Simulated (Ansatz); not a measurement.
Runs of Ansatz 0.2.0 on GaAs. The structure is cubic, space group F-43m (No. 216). Conventional cell: a = 5.654 Å, b = 5.654 Å, c = 5.654 Å, α = 90.00°, β = 90.00°, γ = 90.00°. As (site symmetry -43m) is surrounded by 4 Ga at 2.45 Å. Ga (site symmetry -43m) has 4 As at 2.45 Å as nearest neighbours. 

| task | level | potentials or basis | k mesh | cutoff (eV) | points for each segment of the path | mesh quality | gap on the mesh (eV) | pressure (GPa) | V0 of scaled cells (Å³/atom) | B0 (GPa) |
| --- | --- | --- | --- | --- | --- | --- | --- | --- | --- | --- |
| equation of state | revPBE0 | Ansatz PAW | 4 × 4 × 4 | 420 | - | coarse | - | - | 23.30 | 71 |
| single point | PBE | Ansatz PAW | 4 × 4 × 4 | 420 | - | coarse | 0.50 | (b) | - | - |
| band structure | exchange-only PBE | Ansatz PAW | 8 × 8 × 8 | 420 | 14 | not flagged | 0.45 | 13.0 | - | - |
| band structure | PBE | Ansatz PAW earlier set | 8 × 8 × 8 | 1300 | 14 | not flagged | 0.52 | 3.3 | - | - |
| band structure | PBE | Ansatz PAW polarizable | 8 × 8 × 8 | 420 | 14 | not flagged | 0.52 | 3.3 | - | - |
| band structure | LDA | Ansatz PAW | 8 × 8 × 8 | 420 | 14 | not flagged | 0.28 | (c) | - | - |
| equation of state | r2SCAN+D3(BJ) | Ansatz PAW | 8 × 8 × 8 | 500 | - | not flagged | - | - | (a) | 75 |

Alike in all rows: no spin polarisation; cell as given; smearing fermi-dirac 0.05 eV.

**Question.** Estimate the missing entries.

**Answer.** (a) 22.41; (b) 3.5; (c) -1.9.

Caveats: some runs use coarse meshes; the PAW data sets come from PBE, with cores solved anew for the run's functional, which leaves a small shift of forces and pressure (some runs); the potentials were made for another functional, which shifts forces and pressure (some runs); the PAW data sets were made with another functional, which shifts forces and pressure a little (some runs).

A k mesh can miss the band edges, and the runs leave out spin-orbit coupling on As, Ga.

The runs don't all hold the same shells in valence.
